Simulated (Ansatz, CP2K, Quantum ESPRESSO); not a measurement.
## Sn: programs and potentials compared

```
Sn
1.0
     3.18150    0.00000    0.00000
    -1.59075    3.32137    0.00000
     0.00000    0.00000   23.37860
Sn
4
Direct
  0.22939 0.45877 0.32081
  0.45877 0.91755 0.44027
  0.68816 0.37632 0.55973
  0.91755 0.83510 0.67919
```

Alike in all runs: functional PBE; k mesh 9 × 9 × 1; occupations fermi-dirac, width 0.05 eV; no spin polarisation; no spin-orbit coupling.

```csv
program and potentials,plane-wave cutoff (eV),notes,largest force (eV/Å)
"Ansatz, all-electron LAPW, scalar-relativistic",-,-,0.297
"Ansatz, Ansatz PAW",420,14 valence electrons an atom on average,0.296
"CP2K, POTENTIAL_UZH Sn GTH-PBE-q4; TZVP-MOLOPT-PBE-GTH basis",-,atomic basis; 4 valence electrons an atom on average,0.233
"Quantum ESPRESSO, PseudoDojo 0.4.1 SR PBE standard",980,14 valence electrons an atom on average,?
```

Estimate from the other rows what the run with Quantum ESPRESSO, PseudoDojo 0.4.1 SR PBE standard gave.

Largest force 0.291 eV/Å. The other rows, which needn't bracket it: largest force 0.233 to 0.297.
